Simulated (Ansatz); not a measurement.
Results of r²SCAN50 (PAW; Ansatz, a quantum-chemistry and plane-wave program) for zinc-blende AlSb.

Run with plane-wave cutoff 520 eV, 8×8×8 k mesh, Fermi–Dirac smearing 0.01 eV, scalar-relativistic PAW data made under PBE.

Cell (relaxed at this level):

```cif
data_Al4Sb4
_chemical_formula_sum 'Al4 Sb4'
_space_group_name_H-M_alt 'F-43m'
_space_group_IT_number 216
_space_group_name_Hall 'F -4 2 3'
_cell_length_a 6.11305
_cell_length_b 6.11305
_cell_length_c 6.11305
_cell_angle_alpha 90.000
_cell_angle_beta 90.000
_cell_angle_gamma 90.000
loop_
_atom_site_label
_atom_site_type_symbol
_atom_site_symmetry_multiplicity
_atom_site_Wyckoff_symbol
_atom_site_fract_x
_atom_site_fract_y
_atom_site_fract_z
_atom_site_occupancy
Al1 Al 4 a 0.00000 0.00000 0.00000 1
Sb1 Sb 4 d 0.75000 0.75000 0.75000 1
```
(The calculation used a cell of 2 atoms; values per cell refer to that cell.)

**Question.** Predict the width of the whole s-p valence band, band gap, pressure derivative B′ of the bulk modulus and bulk modulus.

**Answer.** 
- width of the whole s-p valence band = 13.38 eV
- band gap = 3.58 eV
- pressure derivative B′ of the bulk modulus = 4.1
- bulk modulus = 64.4 GPa

Measured, for comparison: band gap 1.73 eV (zero-point renormalisation of 35 meV (experimental, the table's column) added back here, indirect; inputs from Miglio et al. (2020), arXiv:2011.12765); bulk modulus 58.2 GPa (temperature not stated, no zero-point or thermal correction; as tabulated in Toher et al. (2017), arXiv:1611.05714). Computed (rounded) less measured: bulk modulus +11 %.

Spin–orbit coupling is not included; with these elements it can move the gap by several tenths of an eV or more.

The computed numbers hold no vibrational or temperature effects.

Computing time: about 23 core-minutes (a rough figure).
